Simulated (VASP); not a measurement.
A run of VASP 6.6.1 is set up as follows.

INCAR

```
ADDGRID = False
ALGO = Normal
EDIFF = 1E-8
ENCUT = 900
GGA = PS
ISIF = 2
ISMEAR = 1
LASPH = True
LCHARG = False
LREAL = False
LWAVE = False
NELM = 100
PREC = Accurate
SIGMA = 0.1
```

KPOINTS

```
k-points
0
Gamma
  15 15 15
```

POSCAR

```
Cs
1.0
    3.0286440000     -4.4025590000     -0.0553060000
    2.9811710000      4.3695220000      0.0984760000
   -2.5313490000      0.0923220000      4.3694900000
Cs
1
Direct
   -0.0054440000      0.0010830000      0.4979030000
```

Potentials or basis: VASP PAW PBE potentials, release 64 (Cs_sv).

Run with:

```sh
$ cat potpaw_PBE.64/Cs_sv/POTCAR > POTCAR
$ mpirun -np 1 vasp_std > vasp.out
```

Q: Estimate the pressure.

A: -0.1 GPa.

Q: Predict the band gap on the k mesh.

A: None (metal or under the smearing width).

Stress tensor (GPa, compression positive):
```
-0.13  0.01 -0.15
 0.01 -0.14  0.01
-0.15  0.01 -0.06
```

Caveat: the PAW data sets were made with another functional, which shifts forces and pressure a little. Spin-orbit coupling is left out, which matters for the levels of Cs.
